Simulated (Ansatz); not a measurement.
# Phases of Pb at 4.9 GPa

Structure types of Pb are relaxed in primitive cells with their symmetry kept at 4.9 GPa, first on PAW files, then by LAPW. The enthalpy is E + pV at zero temperature, without zero-point motion. Only the types listed were tried, and differences under about 5 meV/atom are mesh noise.

Computed with Ansatz 0.2.0; functional PBE, scalar-relativistic. Settings: Fermi–Dirac smearing of 0.1 eV, no spin polarisation. Methods: LAPW: all electrons, basis error target 0.5 meV/atom; PAW: frozen-core files, cutoff 420 eV.

k meshes: fcc 14×14×14, bcc 14×14×14, hcp 13×13×7, sc 12×12×12, simple hexagonal 13×13×12, beta tin 13×13×13.

Spin–orbit coupling is left out, which matters for the heavy atoms.

```tsv
start type	ends as	a, b, c (Å)	V (Å³/atom)	H − H(lowest), LAPW (meV/atom)
fcc	fcc, Fm-3m	4.879, 4.879, 4.879	29.04	0.0
bcc	bcc, Im-3m	3.866, 3.866, 3.866	28.88	?
hcp	hcp, P6_3/mmc	3.413, 3.413, 5.743	28.96	16.9
sc	sc, Pm-3m	3.141, 3.141, 3.141	31.00	?
simple hexagonal	simple hexagonal, P6/mmm	3.309, 3.309, 3.152	29.90	135.1
beta tin	beta tin, I4_1/amd	6.079, 6.079, 3.252	30.04	174.3
```

**Question.** What belongs in the row "bcc", column "H − H(lowest), LAPW (meV/atom)"?

**Answer.** 43.7.

**Question.** Fill in "H − H(lowest), LAPW (meV/atom)" for the row "sc".

**Answer.** 272.0.

**Question.** Split the lead of fcc over hcp into energy and pV.

**Answer.** For hcp less fcc: ΔE = +19.4 meV/atom, and p·ΔV = 4.9 GPa × -0.0801 Å³ × 6.242 meV/(GPa·Å³) = -2.4 meV/atom, together 17.0 meV/atom. fcc wins by its internal energy, though it is the less dense.
